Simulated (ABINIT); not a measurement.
Pd, 1 atom in the cell. Symmetry: Fm-3m, No. 225, cubic system. The conventional cell has a = 3.893 Å, b = 3.893 Å, c = 3.893 Å, α = 90.00°, β = 90.00°, γ = 90.00°. Pd (site symmetry m-3m) is surrounded by 12 Pd at 2.75 Å. 

```yaml
Program: ABINIT 10.8.3 (patched build)
Task: single point
Functional: LDA
Potentials_or_basis: JTH PAW LDA v2.0
Cutoff: 626 eV
k_mesh: 10 × 10 × 10
Occupations: fermi-dirac, width 0.05 eV
Spin: no spin polarisation
Fine-grid_cutoff: 1224.51 eV
```

Potentials or basis: JTH PAW LDA v2.0.

Run with:

```console
$ abinit run.abi > log 2>&1
```

Hardware: 1 thread of Intel(R) Xeon(R) Platinum 8375C CPU @ 2.90GHz (Ice Lake), on a shared host.

Question: Estimate the wall time of this run.

Answer: Run time: 25 s on 1 thread of Intel(R) Xeon(R) Platinum 8375C CPU @ 2.90GHz (Ice Lake), with other jobs on the host, peak memory 0.11 GiB. Counts: scf iterations 28, mpi ranks 1, k points 47, bands 13, plane waves 534.
